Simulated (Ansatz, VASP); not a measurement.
## One calculation of Sr, two programs

```
Sr
1.0
     0.00000    4.86404    4.86404
     4.86404    0.00000    4.86404
     4.86404    4.86404    0.00000
Sr
2
Direct
  0.12500 0.12500 0.12500
  0.87500 0.87500 0.87500
```

Alike in both runs: task single point; functional RPBE; k mesh 6 × 6 × 6; occupations fermi-dirac, width 0.1 eV; no spin polarisation.

```csv
,VASP,Ansatz
version,VASP 6.6.1,Ansatz 0.2.0
potentials or method,"VASP PAW PBE potentials, release 64 (Sr_sv)","plane waves (420 eV) with PAW, scalar-relativistic"
plane-wave cutoff (eV),520,420
valence electrons in the cell,20,20
```

```csv
,VASP,Ansatz,Ansatz less VASP
pressure (GPa),0.1,0.1,0.00
```

Caveats: the PAW data sets were made with another functional, which shifts forces and pressure a little (VASP).
